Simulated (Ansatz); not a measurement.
Here is an Ansatz 0.2.0 calculation.

Contents of input.yaml:

```yaml
crystal:
  lattice: { a: 3.75347287, b: 3.75347287, c: 3.83368971, alpha: 90.0, beta: 90.0, gamma: 90.0 }
  space_group: 139
  setting: { hermann_mauguin: "I4/mmm" }
  reduce_to_primitive: true
  atoms:
    - { symbol: Hg, position: [0.0, 0.0, 0.5] }
kpoints:
  mp_grid: { grid: [10, 10, 10] }
scf:
  occupations: { method: fermi_dirac, width: 0.1 }
hamiltonian:
  xc: lda
  pseudopotentials: { kind: all_electron, datasets: crystal }
output:
  forces: true
  stress: true
  wannier:
    kmesh: [6, 6, 6]
    projections: [{ species: Hg, l: s }, { species: Hg, l: p }]
    disentanglement: { window: [-16, 20] }
```

Potentials or basis: all-electron PAW datasets made for the crystal.

Launch:

```console
$ ansatz run input.yaml --threads 1 --pin off --max-ram 2560MiB --backend cpu --events-out ev --progress --plain --runs-dir out
```

(1) What does it give for the pressure?

(2) Predict the band gap on the k mesh.

## Answers

(1) -4.4 GPa.

(2) none (metal or under the smearing width).
